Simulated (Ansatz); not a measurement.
Fe under changes of volume

One of the cells (12.019 Å³/atom); the others are scaled copies at fixed shape and fractional positions:

```
Fe
1.0
    -1.44300    1.44300    1.44300
     1.44300   -1.44300    1.44300
     1.44300    1.44300   -1.44300
Fe
1
Direct
  0.00000 0.00000 0.00000
```

- Program: Ansatz 0.2.0
- Functional: PBE
- Potentials or basis: Ansatz PAW
- Cutoff: 420 eV (not typed: the program's choice for these potentials)
- k mesh: 13 × 13 × 13
- Occupations: fermi-dirac, width 0.05 eV
- Spin: collinear spin, ferromagnetic start
- Starting moments: [3.0] μB

```csv
volume (Å³/atom),energy over the lowest point (meV/atom),pressure (GPa),moment (μB per cell)
11.298,0.00,0.2,2.12
11.538,2.91,-3.8,2.15
11.778,11.42,-7.1,2.19
12.019,24.22,-9.5,2.25
12.259,40.07,-11.5,2.32
12.499,58.78,-13.0,2.39
12.740,?,?,?
```

**Question.** What does the run at 12.740 Å³/atom give?

**Answer.** Energy over the lowest point 78.71 meV/atom; pressure -13.4 GPa; moment 2.51 μB per cell.

Worked out: A Birch-Murnaghan fit of order 3 (a polynomial in V^(-2/3)) to the other rows has its minimum at 11.30 Å³/atom with B0 = V·E''(V) = 210 GPa (rough, since the energies scatter). It gives 79.24 meV/atom at 12.740 Å³/atom, against the run's 78.71, and -dE/dV = -14.1 GPa, against -13.4. A parabola through the other rows of the moment, of slope 0.395 μB per Å³/atom there, extrapolates to 2.48 μB, against the run's 2.51.

Energies are extrapolated to zero smearing.
